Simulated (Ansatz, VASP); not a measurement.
**One calculation of LiF, two programs**

File INCAR:

```
  PREC = Accurate
  ENCUT = 520
  EDIFF = 1E-7
  ISMEAR = 0
  SIGMA = 0.02
  LREAL = F
  LASPH = T
  NELM = 60
  ALGO = Normal
  ISIF = 2
  LWAVE = F
  LCHARG = F
  GGA = PS
  NBANDS = 12
```

File KPOINTS:

```
Automatic mesh
0
Gamma
  10 10 10
```

The input POSCAR:

```
LiF
1.0
    0.0000000000      2.2543078452      2.2543078452
    2.2543078452      0.0000000000      2.2543078452
    2.2543078452      2.2543078452      0.0000000000
Li F
1 1
Direct
    0.0000000000      0.0000000000      0.0000000000
    0.5000000000      0.5000000000      0.5000000000
```

Input for Ansatz:

```yaml
crystal:
  lattice:
    - [0.0, 2.2543078452, 2.2543078452]
    - [2.2543078452, 0.0, 2.2543078452]
    - [2.2543078452, 2.2543078452, 0.0]
  atoms:
    - { symbol: Li, position: [0.0, 0.0, 0.0] }
    - { symbol: F, position: [0.5, 0.5, 0.5] }
basis:
  ecutwfc: 420
kpoints:
  mp_grid: { grid: [10, 10, 10] }
hamiltonian:
  xc: pbesol
scf:
  occupations: { method: gaussian, width: 0.02 }
output:
  forces: true
  stress: true
  eigenvalues: true
```

Alike in both runs: task single point; functional PBEsol; k mesh 10 × 10 × 10; occupations gaussian, width 0.02 eV; no spin polarisation.

```csv
,VASP,Ansatz
version,VASP 6.6.1,Ansatz 0.2.0
potentials or method,"VASP PAW PBE potentials, release 64 (Li_sv, F)","scalar-relativistic, plane waves, PAW"
plane-wave cutoff (eV),520,420
valence electrons in the cell,10,10
```

|  | VASP | Ansatz | Ansatz less VASP |
| --- | --- | --- | --- |
| gap on the k mesh at the Fermi level (eV) | 6.52 | 6.52 | 0.000 |
| least direct gap on the mesh (eV) | 6.52 | 6.52 | 0.000 |

With one functional, cell and mesh, what is left measures potentials, basis and numerics.

 A k mesh can miss the band edges.
